## Question: does silica's cutoff error keep collapsing above 520 eV?

I am testing the plane-wave cutoff for a quartz-type SiO₂ cell. The energy error shrinks enormously at first, and then it seems to lose interest. Before I look at the results for 600 and 700 eV, what should I expect there?

SiO2 (space group P6_422, 9 atoms, a = 5.061, c = 5.541 Å, 13.65 Å³ per atom) at fixed geometry, computed with Ansatz 0.2.0: PBE, plane-wave PAW, scalar-relativistic, no spin polarisation, 6×6×4 k mesh. The reference is a wave cutoff of 850 eV; the density cutoff is four times the wave cutoff. Pressure is positive in compression and corrected for the finite cutoff.

```tsv
wave cutoff (eV)	energy less reference (meV/atom)	pressure less reference (GPa)	largest force change (eV/Å)	plane waves at gamma	gap on mesh (eV)
150	13200	-17.7	0.248	527	3.718
200	4570	2.24	0.286	787	4.856
250	1260	2.28	0.198	1143	5.535
300	309	-0.07	0.01	1461	5.651
350	63.6	-0.099	0.0009	1871	5.709
380	21.4	-0.021	0.00101	2009	5.718
420	4.39	0.004	0.00023	2449	5.722
460	1.31	0.013	0.00028	2749	5.722
520	1.00	0.015	0.00045	3273	5.722
600	?	?	?	?	?
700	?	?	?	?	?
```

One more thing puzzles me. At 300 eV the energy is still wrong by 309 meV/atom, yet the pressure is already right to better than 0.1 GPa. Which of the two should I believe when I choose a cutoff?

## Answer

Start with what a higher cutoff does. The wave cutoff $E_c$ is the largest kinetic energy that a plane wave in the basis may have. Raising it adds shorter waves and removes none, so the electrons gain freedom and their energy should fall. That is why the energy less reference is positive and shrinks at every step up to 520 eV.

How fast it shrinks depends on how much of the electrons' wave functions lies in the short waves that are left out. If $c_G$ is the amplitude of the wave with wave number $G$, the energy lost by leaving out all waves beyond the cutoff $G_c$ is roughly

$$\Delta E \approx \sum_{G>G_c} \frac{\hbar^2G^2}{2m}\,|c_G|^2 ,$$

where $m$ is the electron mass. A compact wave function has large weights at short wavelengths. In oxides the usual culprit is the oxygen 2p shell, which is packed much more tightly than silicon's valence shell. The same series for elemental silicon would therefore be expected to collapse at clearly lower cutoffs.

### Why the fast decay is a poor guide

The PAW method replaces the sharp inner part of each wave function by a smooth one. The bulk of such a smooth function fades roughly like a Gaussian in $G$. Since $G^2$ is proportional to the cutoff energy, the error should then fall by about the same factor for each equal step in cutoff.

This can be tried on your rows. From 300 to 420 eV the error falls by a factor of 70, which is an average rate of $\ln 70/120 \approx 0.035$ per eV. I start at 300 eV because the forces below it are still wrong by 0.2 to 0.3 eV/Å, a sign that the electron density itself is distorted there.

Now continue from the 420 eV row to 520 eV, a row that played no part in setting the rate:

$$4.39\ \text{meV/atom}\times e^{-0.0355\times100}\approx 0.13\ \text{meV/atom}.$$

The calculation gives 1.00 meV/atom, about eight times as much. The decay actually steepens somewhat between 300 and 420 eV, so a continuation at the final rate would miss by even more.

Something slower has taken over by 520 eV. Theory offers a natural candidate. The smooth inner function is joined to the true one at a fixed radius around each atom, and the join is smooth only to a limited degree. Limited smoothness in space means a weak tail in $G$ that outlives the Gaussian part. The table shows the slowdown, while this explanation of it is an argument from how such functions are built. The density grid could also play a part. In these runs its own cutoff is always four times the wave cutoff, so each row refines both at once, and the table cannot separate the two effects.

### Forecasts for 600 and 700 eV

For the energy I would drop the fast decay and use what is certain at both ends. The error is 1.00 meV/atom at 520 eV, and it is zero at 850 eV because that setting is the reference. A straight line between the two gives, at 600 eV,

$$1.00\times\frac{850-600}{850-520}\approx 0.76\ \text{meV/atom}.$$

The same line gives 0.45 meV/atom at 700 eV. It is an interpolation, not a law of convergence, so it needs a generous error bar. If the energy keeps falling, the true value lies somewhere between zero and 1.00. Treating every value in that interval as equally likely gives a standard deviation of $1.00/\sqrt{12}\approx0.29$. My forecasts are thus **0.76 ± 0.29** and **0.45 ± 0.29 meV/atom**.

The size of the basis is a much easier target, because it is a matter of geometry. Allowed waves form a regular lattice of points in wave-number space, and the cutoff draws a sphere around its origin. With cell volume $V$, the number of points inside is about

$$N\approx\frac{V k^3}{6\pi^2},\qquad k=\frac{\sqrt{2mE_c}}{\hbar},$$

so it grows as $E_c^{3/2}$. No constant is adjusted here, since $V$ is simply nine atoms times 13.65 Å³.

This gives **4100 ± 70** plane waves at gamma, the centre of the Brillouin zone, for 600 eV. For 700 eV it gives **5170 ± 70**. The bar is twice the root-mean-square miss of the formula on the nine known rows.

The other columns have already settled, and I expect them to stay put in both rows:

- gap on mesh: 5.722 ± 0.001 eV;
- pressure less reference: within 0.02 GPa of zero;
- largest force change: below 0.001 eV/Å.

A steady gap is converged in the cutoff, which does not make it correct. The k mesh can miss the band edges, and PBE places the gap of silica far below the measured one. No cutoff will repair either fault.

### The computed rows

The withheld rows as computed:

```tsv
wave cutoff (eV)	energy less reference (meV/atom)	pressure less reference (GPa)	largest force change (eV/Å)	plane waves at gamma	gap on mesh (eV)
600	0.496	0.008	0.00016	4037	5.722
700	0.253	0.002	6e-05	5135	5.722
```

The energy errors come out at 0.496 and 0.253 meV/atom. Both lie inside the forecast ranges, but the first only just, and both lie below the line. The forecasts were too high by 0.26 and 0.20 meV/atom, which is a large part of the quantity itself. The straight line got the order of magnitude of the remaining error right and its shape wrong.

The shape is easy to read from the 600 eV row. Half of the error left at 520 eV is gone after the first 80 eV of the 330 eV that separate it from the reference. The other half takes the remaining 250 eV. A tail that fades as it goes sags below a straight line, and my forecast made no allowance for that sag.

Continuing the fast decay would have been far worse. It predicts 0.007 meV/atom at 600 eV, more than sixty times too little. Someone relying on it would have declared the energy converged to within a hundredth of a meV per atom when half a meV per atom was still to come.

The tail is not perfectly regular either. The energy falls by 0.31 meV/atom over the 60 eV before 520 eV, and by 0.504 over the 80 eV after it. Per eV of cutoff, that is slightly faster after 520 eV than before. A ripple in the tail of the wave functions could do this, but so could the density grid, which is refined along with the waves. I can only guess between them, and a series with the density grid held fixed would help to decide.

The wave counts are 4037 and 5135, so the forecasts were too high by 63 and 35. Both are within the bar, and the misses are below two per cent. They arise because a sphere has a smooth volume while lattice points are counted whole. Symmetry makes points enter in groups as the sphere grows, so the count runs ahead of the formula at some cutoffs and behind it at others.

The contrast between the two forecasts is the useful lesson. The number of waves follows from the cell volume and the cutoff, and a formula without adjusted constants came within two per cent in both rows. The energy still to be gained has no such simple rule, and the straight line missed it by more than half of the computed value in both rows. The narrow forecasts all hold: the gap stays at 5.722 eV, the pressure errors are 0.008 and 0.002 GPa, and both force changes are below 0.001 eV/Å.

### Why the pressure looked right so early

The pressures in your table have already been corrected for the finite cutoff. Without that correction, a calculation with a fixed set of waves has a built-in bias. Stretching the cell stretches every wave, which lowers the effective cutoff as $V^{-2/3}$ and raises the energy. The crystal then seems to resist expansion, and the raw pressure comes out too low. This is known as Pulay stress.

Its size follows from the slope of the energy error. Around 300 eV the energy falls by about 9 meV/atom for each eV of cutoff, judged from the neighbouring rows on a logarithmic scale. With $v$ the volume per atom,

$$P_\text{corr}\approx\frac{2}{3}\,\frac{E_c}{v}\left|\frac{dE}{dE_c}\right| ,$$

which comes to some 20 GPa. The small pressure error at 300 eV is what remains after a correction of that order has been taken out.

So you can believe both numbers, as they answer different questions. The correction removes the part of the pressure error that arises because the effective cutoff shifts with the cell. What remains depends on how the energy error at a fixed cutoff changes with volume. An error can be large and still hardly change. That is to be expected here, because the missing short waves belong mostly to the inner parts of the atoms, which barely notice a slight stretch of the cell. The correction cannot rescue a basis that is too poor to describe the electrons, as the 150 eV row shows with its error of −17.7 GPa. The change of sign at 200 eV belongs to the same basis error and has no meaning for the material.

### Choosing a cutoff

If you need the gap, 420 eV already gives the same value as 520 eV. If you need total energies to about 1 meV/atom relative to the reference, 520 eV will do. Going on to 700 eV buys another 0.75 meV/atom and costs 57 % more plane waves. For energy differences between similar structures at the same cutoff, much of this error usually cancels, because the same kinds of atoms carry it along from one structure to the other.

If you need absolute energies to a tenth of a meV, be careful with the reference itself. The error is zero at 850 eV by definition, not because the basis is complete there. With 0.253 meV/atom still being shed between 700 and 850 eV, the tail may well continue beyond the reference. Only a calculation at a still higher cutoff can tell how much is left.
